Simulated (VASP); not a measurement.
# Ta2N (P-3m1) in VASP: further runs, part 3 of 3

VASP 6.6.1. The steps go on from the part before.

### Step 5. Single point, PBE

File INCAR:

```
ADDGRID = False ; ALGO = Normal
EDIFF = 1E-7 ; ENCUT = 460
GGA = PE ; ISIF = 2
ISMEAR = -5 ; LASPH = True
LCHARG = False ; LREAL = False
LWAVE = False ; NELM = 100
PREC = Accurate ; SIGMA = 0.05
```

File KPOINTS:

```
k-points
0
Gamma
  10 10 6
```

File POSCAR:

```
Ta2N
1.0
    3.1128615060      0.0000000000      0.0000000000
   -1.5564307530      2.6958171426      0.0000000000
    0.0000000000      0.0000000000      4.8698410000
Ta N
2 1
Direct
    0.3333333333      0.6666666667      0.2547110000
    0.6666666667      0.3333333333      0.7452890000
    0.0000000000      0.0000000000      0.0000000000
```

Potentials or basis: VASP PAW PBE potentials, release 64 (Ta_pv, N).

On the command line:

```bash
> cat potpaw_PBE.64/Ta_pv/POTCAR potpaw_PBE.64/N/POTCAR > POTCAR
> mpirun -np 1 vasp_std > vasp.out
```

OUTCAR:

```text
EDIFF = 1E-7
   ENCUT = 460
   GGA = PE
   ISIF = 2
   ISMEAR = -5
   LASPH = True
   LREAL = False
   NELM = 100
   PREC = Accurate

 Found     72 irreducible k-points:

 Following reciprocal coordinates:
            Coordinates               Weight
  0.000000  0.000000  0.000000      1.000000
  0.100000 -0.000000  0.000000      6.000000
  0.200000 -0.000000  0.000000      6.000000
  0.300000 -0.000000  0.000000      6.000000
  0.400000 -0.000000  0.000000      6.000000
  0.500000  0.000000  0.000000      3.000000
   k-points           NKPTS =     72   k-points in BZ     NKDIM =     72   number of bands    NBANDS=     17
   number of dos      NEDOS =    301   number of ions     NIONS =      3
   total plane-waves  NPLWV =  20736
   dimension x,y,z NGX =    24 NGY =   24 NGZ =   36
   dimension x,y,z NGXF=    48 NGYF=   48 NGZF=   72
   ions per type =               2   1
   NGX,Y,Z   is equivalent  to a cutoff of  12.82, 12.82, 12.29 a.u.
   NGXF,Y,Z  is equivalent  to a cutoff of  25.63, 25.63, 24.58 a.u.
 SYSTEM =  unknown system
   PREC   = accura    normal or accurate (medium, high low for compatibility)
   ISTART =      0    job   : 0-new  1-cont  2-samecut
   ICHARG =      2    charge: 1-file 2-atom 10-const
   ISPIN  =      1    spin polarized calculation?
   LNONCOLLINEAR =      F non collinear calculations
   LSORBIT =      F    spin-orbit coupling
   LASPH  =      T    aspherical Exc in radial PAW
   ENCUT  =  460.0 eV  33.81 Ry    5.81 a.u.   5.44  5.44  8.52*2*pi/ulx,y,z
   NELM   =    100;   NELMIN=  2; NELMDL= -5     # of ELM steps
   EDIFF  = 0.1E-06   stopping-criterion for ELM
   LREAL  =      F    real-space projection
   EDIFFG = 0.1E-05   stopping-criterion for IOM
   NSW    =      0    number of steps for IOM
   IBRION =     -1    ionic relax: 0-MD 1-quasi-New 2-CG
   NFREE  =      0    steps in history (QN), initial steepest desc. (CG)
   ISIF   =      2    stress and relaxation
   ISYM   =      2    0-nonsym 1-usesym 2-fastsym
   POTIM  = 0.5000    time-step for ionic-motion
   TEBEG  =    0.0;   TEEND  =   0.0 temperature during run
   PSTRESS=    0.0 pullay stress
   NELECT =      27.0000    total number of electrons
   NUPDOWN=      -1.0000    fix difference up-down
   EMIN   =  10.00;   EMAX   =-10.00  energy-range for DOS
   EFERMI =   0.00;   METHOD = LEGACY
   ISMEAR =    -5;   SIGMA  =   0.05  broadening in eV -4-tet -1-fermi 0-gaus
   EFERMI_NEDOS =   21; number of points for ismear=-14 and -15
   IALGO  =     38    algorithm
   IMIX   =      4    mixing-type and parameters
     AMIX     =   0.40;   BMIX     =  1.00
     AMIX_MAG =   1.60;   BMIX_MAG =  1.00
  volume/ion in A,a.u.               =      13.62        91.93
  Fermi-wavevector in a.u.,A,eV,Ry     =   1.425852  2.694469 27.661374  2.033054
  Thomas-Fermi vector in A             =   2.546192
   LORBIT       =      0    0 simple, 1 ext, 2 COOP (PROOUT), +10 PAW based schemes
   GGA     = PE    functional components
   LHFCALC =     F    Hartree Fock is set to
   AEXX    =    0.0000 exact exchange contribution
   IVDW    =     0    specifies the selected vdW correction
   LEPSILON=     F    determine dielectric tensor
   LRPA    =     F    only Hartree local field effects (RPA)
 non-spin polarized calculation
 Fermi weights with tetrahedron method with Bloechl corrections
  energy-cutoff  :      460.00
  volume of cell :       40.87
 maximum number of plane-waves:       935
 NGX is ok and might be reduce to    24
   NGX = 11   NGY = 11   NGZ = 17

 number of electron      26.9999996 magnetization

 Free energy of the ion-electron system (eV)
  ---------------------------------------------------
  ext. energy  EPLUGINS =         0.00000000
  ---------------------------------------------------
  free energy    TOTEN  =       -34.38363728 eV

  energy without entropy =      -34.38363728  energy(sigma->0) =      -34.38363728

 E-fermi :   7.4797     XC(G=0): -12.8467

 val. band max:        7.4973201291   @ k =   0.0000   0.3000   0.1667
 cond. band min:       7.3094955288   @ k =   0.1000  -0.0000   0.1667
 fundamental gap:     -0.1878246003
 Fermi energy:         7.4797489939

 k-point     1 :       0.0000    0.0000    0.0000
  band No.  band energies     occupation
      1     -28.2251      2.00000
      2     -27.5117      2.00000
      3     -27.5117      2.00000
      4     -27.3865      2.00000
      5     -27.3865      2.00000
      6     -27.2715      2.00000
[... 9 lines left out ...]
     16       7.7440      0.00000
     17       7.7452      0.00000
[... 81 lines left out ...]
 k-point     6 :       0.5000    0.0000    0.0000
  band No.  band energies     occupation
      1     -28.1289      2.00000
      2     -27.9304      2.00000
      3     -27.8028      2.00000
      4     -27.7038      2.00000
      5     -27.5024      2.00000
      6     -27.4594      2.00000
[... 9 lines left out ...]
     16      11.1607      0.00000
     17      11.4843      0.00000

 [... further k-points ...]

------------------------ aborting loop because EDIFF is reached ----------------------------------------

  FORCE on cell =-STRESS in cart. coord.  units (eV):
  Direction    XX          YY          ZZ          XY          YZ          ZX
  --------------------------------------------------------------------------------------
  -------------------------------------------------------------------------------------
  Total       -0.3984678     -0.3984678     -0.1327329      0.0000000      0.0000000      0.0000000
  in kB      -15.6220800    -15.6220800     -5.2038426      0.0000000      0.0000000      0.0000000
  external PRESSURE =     -12.1493342 kB  Pullay stress =       0.0000000 kB

 VOLUME and BASIS-vectors are now :
 -----------------------------------------------------------------------------
  energy-cutoff  :      460.00
  volume of cell :       40.87
      direct lattice vectors                 reciprocal lattice vectors
     3.112861506  0.000000000  0.000000000     0.321247829  0.185472520  0.000000000
    -1.556430753  2.695817143  0.000000000     0.000000000  0.370945041  0.000000000
     0.000000000  0.000000000  4.869841000     0.000000000  0.000000000  0.205345513

 POSITION                                       TOTAL-FORCE (eV/Angst)
 -----------------------------------------------------------------------------------
     -0.00000      1.79721      1.24040         0.000000      0.000000      0.035650
      1.55643      0.89861      3.62944        -0.000000     -0.000000     -0.035650
      0.00000      0.00000      0.00000         0.000000      0.000000      0.000000
 -----------------------------------------------------------------------------------
    total drift:                               -0.000000      0.000000      0.000000

  FREE ENERGIE OF THE ION-ELECTRON SYSTEM (eV)
  ---------------------------------------------------
  free  energy   TOTEN  =       -34.3836372786 eV

  energy  without entropy=      -34.3836372786  energy(sigma->0) =      -34.38363728
```

OSZICAR:

```text
N       E                     dE             d eps       ncg     rms          rms(c)
DAV:   1     0.197862550015E+03    0.19786E+03   -0.14441E+04  2456   0.149E+03
DAV:   2    -0.294298275844E+02   -0.22729E+03   -0.22476E+03  2887   0.416E+02
DAV:   3    -0.375588523497E+02   -0.81290E+01   -0.79957E+01  3358   0.697E+01
DAV:   4    -0.376638638596E+02   -0.10501E+00   -0.10336E+00  3021   0.686E+00
DAV:   5    -0.376655150029E+02   -0.16511E-02   -0.16315E-02  3430   0.624E-01    0.263E+01
DAV:   6    -0.347622224505E+02    0.29033E+01   -0.21678E+01  2875   0.291E+01    0.126E+01
DAV:   7    -0.344422292282E+02    0.31999E+00   -0.23339E+00  2816   0.965E+00    0.668E+00
DAV:   8    -0.343879500114E+02    0.54279E-01   -0.28694E-01  3029   0.469E+00    0.447E-01
DAV:   9    -0.343842614500E+02    0.36886E-02   -0.39200E-02  3269   0.125E+00    0.234E-01
DAV:  10    -0.343837317665E+02    0.52968E-03   -0.79145E-03  3070   0.657E-01    0.866E-02
DAV:  11    -0.343836518055E+02    0.79961E-04   -0.15789E-03  2765   0.234E-01    0.267E-02
DAV:  12    -0.343836364503E+02    0.15355E-04   -0.83103E-05  3146   0.688E-02    0.468E-03
DAV:  13    -0.343836356373E+02    0.81300E-06   -0.30508E-06  3157   0.146E-02    0.301E-03
DAV:  14    -0.343836384287E+02   -0.27914E-05   -0.20730E-06  3018   0.953E-03    0.163E-03
DAV:  15    -0.343836371856E+02    0.12431E-05   -0.26160E-07  2208   0.361E-03    0.185E-04
DAV:  16    -0.343836372786E+02   -0.93034E-07   -0.12360E-08  1486   0.106E-03
   1 F= -.34383637E+02 E0= -.34383637E+02  d E =0.000000E+00
```

Wall time 81 s (1 thread of AMD EPYC 7R43 (Zen 3), shared host); peak memory 0.14 GiB.

The run converged, but some of its settings lie outside the range that counts as converged, so its numbers aren't taken as properties of the crystal.

What came out:

```
Free energy            : -34.3836 eV
Pressure               : -1.2 GPa
Largest force          : 0.036 eV/Å
Band gap on the k mesh : none (metal or under the smearing width)
```

Caveat: the cutoff is under 1.25 times the usual one of these potentials, so pressure, stress and relaxed cells hold a basis-set (Pulay) error; tetrahedron occupations give inexact forces and stress in metals.

### Step 6. Single point, PBE

File INCAR:

```
ADDGRID = False ; ALGO = Normal
EDIFF = 1E-7 ; ENCUT = 520
GGA = PE ; ISIF = 2
ISMEAR = 0 ; LASPH = True
LCHARG = False ; LREAL = False
LWAVE = False ; NELM = 100
PREC = Low ; SIGMA = 0.05
```

KPOINTS is that of step 5.

POSCAR is that of step 5.

Potentials or basis: VASP PAW PBE potentials, release 64 (Ta_pv, N).

On the command line:

```bash
> cat potpaw_PBE.64/Ta_pv/POTCAR potpaw_PBE.64/N/POTCAR > POTCAR
> mpirun -np 1 vasp_std > vasp.out
```

It took 34 s on 1 thread of AMD EPYC 7R43 (Zen 3), shared host; peak memory 0.11 GiB.

The run converged, but some of its settings lie outside the range that counts as converged, so its numbers aren't taken as properties of the crystal.

What came out:

| Quantity | Value |
| --- | --- |
| Free energy | -34.3783 eV |
| Pressure | -0.9 GPa |
| Largest force | 0.051 eV/Å |
| Band gap on the k mesh | none (metal or under the smearing width) |

### Step 7. The reference run

An earlier run on the cell as given: functional PBE; potentials or basis VASP PAW PBE potentials, release 64 (Ta_pv, N); cutoff 520 eV; k mesh 10 × 10 × 6; occupations fermi-dirac, width 0.05 eV; no spin polarisation.

* Pressure: -0.8 GPa
* Largest force: 0.027 eV/Å
* Band gap on the k mesh: none (metal or under the smearing width)
